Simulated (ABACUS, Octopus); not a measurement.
Given: the input of a run of Octopus 16.4 on C. Atoms were shifted at random by some hundredths of an Å from the given cell, which wasn't relaxed again for these runs. This isn't the form of C at room conditions, which is graphite.

The input inp:

```
CalculationMode = gs
UnitsOutput = eV_Angstrom
PeriodicDimensions = 3
ExperimentalFeatures = yes
PseudopotentialSet = pseudodojo_pbesol
%LatticeParameters
 1*angstrom | 1*angstrom | 1*angstrom
%
%LatticeVectors
 0 | 1.78337 | 1.78337
 1.78337 | 0 | 1.78337
 1.78337 | 1.78337 | 0
%
%ReducedCoordinates
 "C" | 0.747776 | 0.753063 | 0.754163
 "C" | 0.489281 | 0.498603 | 0.493599
%
%Spacing
 0.13274032*angstrom | 0.13274032*angstrom | 0.13274032*angstrom
%
DerivativesOrder = 8
%KPointsGrid
 13 | 13 | 13
%
KPointsUseSymmetries = yes
XCFunctional = gga_x_pbe_sol + gga_c_pbe_sol
SmearingFunction = fermi_dirac
Smearing = 0.05*eV
ExtraStates = 6
Eigensolver = chebyshev_filter
ConvRelDens = 3e-7
MaximumIter = 120
%Output
 density | cube
 elf | cube
 potential | cube
%
```

Potentials or basis: pseudodojo_pbesol (PseudoDojo 0.4, PBEsol).

The run is started by

```bash
$ OMP_NUM_THREADS=1 octopus > out.log
```

Q: Translate it to ABACUS 3.10.1. Potentials or basis there: PseudoDojo NC SR 0.4.1 PBEsol standard, plane waves, cutoff 1116 eV.

A: As run (cutoffs and basis follow the program's own potentials, and thresholds, step limits or extra output files can differ):

Contents of INPUT:

```
INPUT_PARAMETERS
suffix              C
calculation         scf
basis_type          pw
pseudo_dir          ./
symmetry            1
dft_functional      pbesol
ecutwfc             82
pseudo_rcut         7
nspin               1
nbands              8
ks_solver           dav
smearing_method     fd
smearing_sigma      0.00367493
scf_thr             1e-08
scf_nmax            100
mixing_type         broyden
mixing_beta         0.7
cal_force           1
cal_stress          1
kpar                4
```

Contents of STRU:

```
ATOMIC_SPECIES
C 12.0110 C.upf

LATTICE_CONSTANT
1.8897261246

LATTICE_VECTORS
0.0000000000 1.7833700000 1.7833700000
1.7833700000 0.0000000000 1.7833700000
1.7833700000 1.7833700000 0.0000000000

ATOMIC_POSITIONS
Direct

C
0.0
2
0.7477760000 0.7530630000 0.7541630000 1 1 1
0.4892810000 0.4986030000 0.4935990000 1 1 1
```

The input KPT:

```
K_POINTS
0
Gamma
13 13 13 0 0 0
```

Potentials or basis: PseudoDojo NC SR 0.4.1 PBEsol standard, plane waves.

Run with:

```bash
$ OMP_NUM_THREADS=1 mpirun -np 4 abacus > log
```

Both were run:

|  | Octopus | ABACUS |
| --- | --- | --- |
| Largest force | 1.661 eV/Å | 1.663 eV/Å |
| Energy over the undisturbed cell | 21.2 meV/atom | 21.0 meV/atom |
